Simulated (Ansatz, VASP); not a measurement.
**Two plane-wave programs on AlN**

```xyz
16
Lattice="6.2595 0.0000 0.0000 -3.1298 5.4209 0.0000 0.0000 0.0000 5.0174" Properties=species:S:1:pos:R:3 pbc="T T T"
Al    1.5649    0.9035    2.5049
Al    0.0000    1.8070    5.0136
Al    0.0000    3.6139    2.5049
Al   -1.5649    4.5174    5.0136
Al    4.6946    0.9035    2.5049
Al    3.1298    1.8070    5.0136
Al    3.1298    3.6139    2.5049
Al    1.5649    4.5174    5.0136
N     1.5649    0.9035    4.4192
N     0.0000    1.8070    1.9104
N     0.0000    3.6139    4.4192
N    -1.5649    4.5174    1.9104
N     4.6946    0.9035    4.4192
N     3.1298    1.8070    1.9104
N     3.1298    3.6139    4.4192
N     1.5649    4.5174    1.9104
```

Alike in both runs: functional PBE; k mesh 2 × 2 × 3; no spin polarisation.

Ansatz relaxed the structure, and its values are those at the end. VASP's run is a single point on that final structure, the one shown.

```csv
,VASP,Ansatz
version,VASP 6.6.1,Ansatz 0.2.0
potentials or method,"VASP PAW PBE potentials, release 64 (Al, N)",plane-wave PAW DFT
plane-wave cutoff (eV),520,420
occupations,"gaussian, width 0.01 eV",fixed
valence electrons in the cell,64,64
```

Ansatz gave:

```
gap on the k mesh at the Fermi level (eV) : 4.03
rms of the force components (eV/Å)        : 0.009
```

**Question.** Which values does VASP return?

**Answer.** gap on the k mesh at the Fermi level (eV): 4.04; rms of the force components (eV/Å): 0.007.

Caveats: the k mesh is coarse (spacing up to 0.58 Å⁻¹), so the values aren't converged. Expect the measured gap to be larger: semilocal functionals such as PBE lack the derivative discontinuity.
